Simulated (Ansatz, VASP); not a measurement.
**ZnS: VASP beside Ansatz**

```
Zn S
1.0
     0.00000    2.56709    2.56709
     2.56709    0.00000    2.56709
     2.56709    2.56709    0.00000
Zn S
1 1
Direct
  0.00000 0.00000 0.00000
  0.25000 0.25000 0.25000
```

Alike in both runs: functional PBE; k mesh 13 × 13 × 13; occupations fermi-dirac, width 0.1 eV; no spin polarisation.

Ansatz relaxed the structure, and its values are those at the end. VASP's run is a single point on that final structure, the one shown.

|  | VASP | Ansatz |
| --- | --- | --- |
| version | VASP 6.6.1 | Ansatz 0.2.0 |
| potentials or method | VASP PAW PBE potentials, release 64 (Zn, S), cutoff 520 eV | all-electron LAPW, scalar-relativistic |

VASP gave:

| Quantity | Value |
| --- | --- |
| pressure (GPa) | 18.3 |

Problem. Estimate Ansatz's values.

Solution. Pressure (GPa): 18.0.

Ansatz ran all-electron here, so the differences hold the error of VASP's frozen core and of both bases.

Caveats: so large a pressure means that the cell lies far from this level's equilibrium, or that cutoff or potentials fall short (VASP); an odd mesh through Γ misses points on the zone boundary, where band edges often lie. PBE gaps usually lie below the measured ones, often by a third to a half.
